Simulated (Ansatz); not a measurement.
# From a trial cell to the properties of Na (fcc)

Level of theory: DFT, r²SCAN, scalar-relativistic, no spin polarisation; plane waves to 500 eV with PAW datasets (Ansatz 0.2.0), 14×14×14 k-mesh, Gaussian smearing of 0.05 eV; PAW files: Ansatz's generated set soft_2.

At room temperature and ambient pressure Na is bcc.

Starting cell:

```
CELL_PARAMETERS angstrom
0.00000 2.66473 2.66473
2.66473 0.00000 2.66473
2.66473 2.66473 0.00000
ATOMIC_POSITIONS crystal
Na 0.00000 0.00000 0.00000
```

The steps in volume:

```tsv
run	level	k-mesh	kind	V (Å³/atom)	P (GPa)	E − E(final) (meV/atom)	gap on the mesh (eV)
1	PBE, 420 eV	6×6×6	fixed cell	37.84	-0.1	–	metal
2	PBE, 420 eV	6×6×6	fixed cell	37.69	-0.1	–	metal
3	PBE, 420 eV	6×6×6	fixed cell	37.21	0.0	–	metal
4	r²SCAN	14×14×14	fixed cell	37.21	0.1	0.2	metal
5	r²SCAN	14×14×14	fixed cell	37.36	0.1	0.1	metal
6	r²SCAN	14×14×14	fixed cell	37.71	0.0	0.0	metal
```

The final structure (symmetry read at 0.01 Å). The structure is cubic, space group Fm-3m (No. 225). Conventional cell: a = 5.323 Å, b = 5.323 Å, c = 5.323 Å, α = 90.00°, β = 90.00°, γ = 90.00°. Around Na (site symmetry m-3m) lie 12 Na at 3.76 Å. (Neighbours are counted to 15 % beyond the shortest distance.)

At the final geometry the gap, band path included, is zero (metallic). 

**What lies behind the numbers.**

With 9 valence electrons in the calculation's cell and no magnetic order, the bands, two electrons each, can't all be full or empty: band theory demands a metal.
